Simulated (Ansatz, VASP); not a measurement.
# One calculation of SrO, two programs

```
CELL_PARAMETERS angstrom
0.00000 2.78251 2.79228
2.78251 0.00000 2.79228
2.78251 2.78251 0.00000
ATOMIC_POSITIONS crystal
Sr 0.00000 0.00000 0.00000
O 0.25000 0.25000 0.25000
```

Change from the starting cell: biaxial_xy strain -0.3%.

Alike in both runs: task single point; functional PBE; k mesh 8 × 8 × 8; occupations fermi-dirac, width 0.02 eV; no spin polarisation.

|  | VASP | Ansatz |
| --- | --- | --- |
| version | VASP 6.6.1 | Ansatz 0.2.0 |
| potentials or method | VASP PAW PBE potentials, release 64 (Sr_sv, O) | plane waves, PAW |
| plane-wave cutoff (eV) | 520 | 420 |
| valence electrons in the cell | 16 | 16 |

VASP gave:

| Quantity | Value |
| --- | --- |
| gap on the k mesh at the Fermi level (eV) | 2.54 |
| pressure (GPa) | 1.9 |

Problem. Which values does Ansatz return?

Solution. gap on the k mesh at the Fermi level (eV): 2.54; pressure (GPa): 1.4.

A k mesh can miss the band edges.
